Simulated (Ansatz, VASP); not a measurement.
C: VASP beside Ansatz

Contents of INCAR:

```
SYSTEM = C
PREC     = Accurate       ! precision mode
ENCUT    = 520            ! plane-wave cutoff, eV
EDIFF    = 1E-6           ! SCF threshold, eV
ISMEAR   = 0              ! smearing method
SIGMA    = 0.05           ! smearing width, eV
LREAL    = .False.        ! projectors in reciprocal space
LASPH    = .True.         ! aspherical terms in the spheres
NELM     = 80             ! most SCF steps
ALGO     = Normal         ! electronic algorithm
ISIF     = 2              ! what is computed and relaxed
LWAVE    = .False.        ! write WAVECAR
LCHARG   = .False.        ! write CHGCAR
LDIPOL   = .True.       
IDIPOL   = 3            
DIPOL    = 0.5 0.5 0.500
GGA      = PS             ! functional
NBANDS   = 26             ! bands
```

Contents of KPOINTS:

```
Automatic mesh
0
Gamma
  12 12 1
  0 0 0
```

File POSCAR:

```
C
1.0
    2.4588653602      0.0000000000      0.0000000000
    1.2294348961      2.1294385870      0.0000000000
    0.0000000000      0.0000000000     25.8799844383
C
8
Direct
    0.1644389437      0.1644389437      0.2897992469
    0.4977711020      0.4977711020      0.2898105861
    0.4955439665      0.4955439665      0.4299293026
    0.8288761248      0.8288761248      0.4299406418
    0.8266489893      0.8266489893      0.5700593582
    0.1599811476      0.1599811476      0.5700706974
    0.1577540121      0.1577540121      0.7101894139
    0.4910861704      0.4910861704      0.7102007531
```

Input for Ansatz:

```yaml
crystal:
  lattice:
    - [2.4588653602, 0.0, 0.0]
    - [1.2294348961, 2.129438587, 0.0]
    - [0.0, 0.0, 25.8799844383]
  atoms:
    - { symbol: C, position: [0.1644389437, 0.1644389437, 0.2897992469] }
    - { symbol: C, position: [0.497771102, 0.497771102, 0.2898105861] }
    - { symbol: C, position: [0.4955439665, 0.4955439665, 0.4299293026] }
    - { symbol: C, position: [0.8288761248, 0.8288761248, 0.4299406418] }
    - { symbol: C, position: [0.8266489893, 0.8266489893, 0.5700593582] }
    - { symbol: C, position: [0.1599811476, 0.1599811476, 0.5700706974] }
    - { symbol: C, position: [0.1577540121, 0.1577540121, 0.7101894139] }
    - { symbol: C, position: [0.4910861704, 0.4910861704, 0.7102007531] }
basis:
  ecutwfc: 420
kpoints:
  mp_grid: { grid: [12, 12, 1] }
hamiltonian:
  xc: pbesol
scf:
  occupations: { method: gaussian, width: 0.05 }
output:
  forces: true
  stress: true
  eigenvalues: true
  write_density: true
  write_potential: true
  elf: true
  volumetric_format: npy
efield:
  axis: 3
  dipole_correction: true
  ramp_width: 0.04
```

Alike in both runs: task single point; functional PBEsol; k mesh 12 × 12 × 1; occupations gaussian, width 0.05 eV; no spin polarisation.

|  | VASP | Ansatz |
| --- | --- | --- |
| version | VASP 6.6.1 | Ansatz 0.2.0 |
| potentials or method | VASP PAW PBE potentials, release 64 (C) | scalar-relativistic, plane waves, PAW |
| plane-wave cutoff (eV) | 520 | 420 |
| valence electrons in the cell | 32 | 32 |

```tsv
	VASP	Ansatz	Ansatz less VASP
gap on the k mesh at the Fermi level (eV)	none	none	-
rms of the force components (eV/Å)	0.004	0.004	0.0000
```

Atom by atom the forces differ by 0.000 eV/Å (rms over components). A gap of «none» marks a metal or a gap that the smearing closes. Ansatz warned: «xc_potential_rough_in_thin_density».

Caveats: the PAW data sets were made with another functional, which shifts forces and pressure a little (VASP).
